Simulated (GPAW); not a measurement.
Wanted: an ASE script for a GPAW 26.7.0 run.

| Quantity | Value |
| --- | --- |
| Task | equation of state |
| Functional | BLYP |
| Dispersion | D4 |
| Potentials or basis | PAW data sets generated in the run's folder for this functional |
| Cutoff | 600 eV |
| Basis | pw |
| k mesh | 6 × 6 × 6 |
| Occupations | fermi-dirac, width 0.05 eV |
| Spin | no spin polarisation |
| Eigensolver | davidson |
| Maxiter | 150 |
| Eos scales | [0.94, 0.96, 0.98, 1.0, 1.02, 1.04, 1.06] |

The structure of CdSe lies in CdSe.cif:

```cif
data_CdSe
_cell_length_a 4.34201917
_cell_length_b 4.34201917
_cell_length_c 4.34201917
_cell_angle_alpha 60.00000000
_cell_angle_beta 60.00000000
_cell_angle_gamma 60.00000000
_space_group_name_H-M_alt 'P1'
_space_group_name_Hall 'P 1'
_space_group_IT_number 1
loop_
_space_group_symop_operation_xyz
'x,y,z'
loop_
_atom_site_label
_atom_site_type_symbol
_atom_site_symmetry_multiplicity
_atom_site_Wyckoff_symbol
_atom_site_fract_x
_atom_site_fract_y
_atom_site_fract_z
_atom_site_occupancy
Cd1 Cd 1 a 0.0000000000 0.0000000000 0.0000000000 1
Se1 Se 1 a 0.2500000000 0.2500000000 0.2500000000 1
```

Measurements of this composition are mostly on another form, of space group No. 186.

The input as run:

run.py

```python
from ase.calculators.mixing import SumCalculator
from ase.eos import EquationOfState
from ase.io import Trajectory, read
from ase.units import GPa
from dftd4.ase import DFTD4
from gpaw import GPAW, PW, setup_paths

setup_paths.insert(0, '.')

atoms = read('CdSe.cif')

traj = Trajectory('eos.traj', 'w')
volumes, energies = [], []
for x in [0.94, 0.96, 0.98, 1.0, 1.02, 1.04, 1.06]:
    a = atoms.copy()
    a.set_cell(atoms.cell * x**(1 / 3), scale_atoms=True)
    calc = GPAW(mode=PW(600),
                xc='BLYP',
                kpts={'size': (6, 6, 6), 'gamma': True},
                occupations={'name': 'fermi-dirac', 'width': 0.05},
                nbands=18,
                convergence={'density': 1e-05, 'energy': 1e-05},
                eigensolver='davidson',
                maxiter=150,
                txt=f'eos-{x:.2f}.txt')
    a.calc = SumCalculator([calc, DFTD4(method='blyp')])
    energies.append(a.get_potential_energy())
    volumes.append(a.get_volume())
    p = -a.get_stress()[:3].mean() / GPa
    calc.write(f'eos-{x:.2f}.gpw')
    traj.write(a)
    print(f'{x:.2f} {volumes[-1]:10.4f} A^3 {energies[-1]:14.6f} eV {p:9.3f} GPa', flush=True)

v0, e0, B = EquationOfState(volumes, energies, eos='birchmurnaghan').fit()
print(f'V0 = {v0:.4f} A^3, E0 = {e0:.6f} eV, B0 = {B / GPa:.2f} GPa')
```

Potentials or basis: PAW data sets generated in the run's folder for this functional, pw.

Run with:

```bash
$ gpaw-setup -f BLYP Cd Se
$ OMP_NUM_THREADS=1 python run.py
```

Results of the run:

The equilibrium volume is 28.94 Å³/atom, the bulk modulus is 48 GPa and the pressure derivative of the bulk modulus is 5.4 (rough: it moves with the points fitted).

Run time: 72 s on 1 thread of Arm Neoverse V1, with other jobs on the host, peak memory 0.23 GiB.
